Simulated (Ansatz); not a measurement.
## SnSe: changes ranked by their effect on the pressure

```
CELL_PARAMETERS angstrom
0.00000 3.01000 3.01000
3.01000 0.00000 3.01000
3.01000 3.01000 0.00000
ATOMIC_POSITIONS crystal
Sn 0.00000 0.00000 0.00000
Se 0.50000 0.50000 0.50000
```

Atoms are numbered in the order listed.

Conventional cell: a = 6.020 Å, b = 6.020 Å, c = 6.020 Å, α = 90.00°, β = 90.00°, γ = 90.00°. Sn (atom 1) is surrounded by 6 Se at 3.01 Å. Se (atom 2) is surrounded by 6 Sn at 3.01 Å.

The cell is COD entry 9008725, as deposited and not checked against the literature; nothing was relaxed.

All numbers below come from DFT, PBE, all-electron LAPW, scalar-relativistic in Ansatz 0.2.0.

Sampling and basis: a Γ-centred 7×7×7 k mesh, Fermi–Dirac smearing of 0.01 eV, basis error target 0.5 meV/atom, no spin polarisation.

Spin–orbit coupling is off unless a change turns it on.

In this reference run the pressure is 1.0 GPa (positive in compression). Each change below is made alone, on the same k mesh, with fractional coordinates held unless an atom is moved; x, y and z are the Cartesian axes.

(1) One change shifts the pressure by -1.2 GPa. Which?
A. volume scaled by 1.025
B. volume scaled by 0.975
C. z strained by -4 % at fixed volume
D. equal xy, yz and zx engineering shear strains of +2 %

Results:

(1) A. The others give: equal xy, yz and zx engineering shear strains of +2 %, 0.0 GPa; z strained by -4 % at fixed volume, +0.6 GPa; volume scaled by 0.975, +1.4 GPa.
